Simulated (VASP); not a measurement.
# AlRu: elastic constants with r2SCAN

Crystal: AlRu.

```xyz
2
Lattice="2.9827 0.0000 0.0000 0.0000 2.9827 0.0000 0.0000 0.0000 2.9827" Properties=species:S:1:pos:R:3 pbc="T T T"
Ru    0.0000    0.0000    0.0000
Al    1.4913    1.4913    1.4913
```

The cell was built by a generator and needn't be a form met in nature.

```json
{
 "Program": "VASP 6.6.1",
 "Task": "elastic constants",
 "Functional": "r2SCAN",
 "Potentials or basis": "VASP PAW PBE potentials, release 64 (Ru_pv, Al)",
 "Cutoff": "600 eV",
 "k mesh": "18 × 18 × 18",
 "Occupations": "methfessel-paxton, width 0.2 eV",
 "Spin": "no spin polarisation",
 "Ions in elastic constants": "relaxed",
 "Further INCAR settings": "ALGO = Normal; EDIFF = 1e-08; IBRION = 6; POTIM = 0.015; NSW = 1; ISIF = 3"
}
```

| Quantity | Value |
| --- | --- |
| Elastic constants C11, C12, C44 | 349, 160, 133 GPa |
| Voigt bulk modulus | 223 GPa |
| Highest phonon frequency at Γ, LO-TO splitting left out | 324 cm⁻¹ |

Phonon frequencies in cm⁻¹ (negative: imaginary):
| q point | frequencies |
| --- | --- |
| (0.000, 0.000, 0.000) | 0 0 0 324 324 324 |

Elastic tensor in Voigt notation (GPa, in the Cartesian axes of the cell as first typed):
```
349 160 160   0   0   0
160 349 160   0   0   0
160 160 349   0   0   0
  0   0   0 133   0   0
  0   0   0   0 133   0
  0   0   0   0   0 133
```

Clamped-ion elastic tensor (GPa):
```
349 160 160   0   0   0
160 349 160   0   0   0
160 160 349   0   0   0
  0   0   0 133   0   0
  0   0   0   0 133   0
  0   0   0   0   0 133
```

It took 21 min on 8 MPI ranks on Intel(R) Xeon(R) Platinum 8259CL CPU @ 2.50GHz (Skylake/Cascade Lake), on a shared host, peak memory 1.1 GiB a rank.

Caveat: the PAW data sets were made with another functional, which shifts forces and pressure a little.
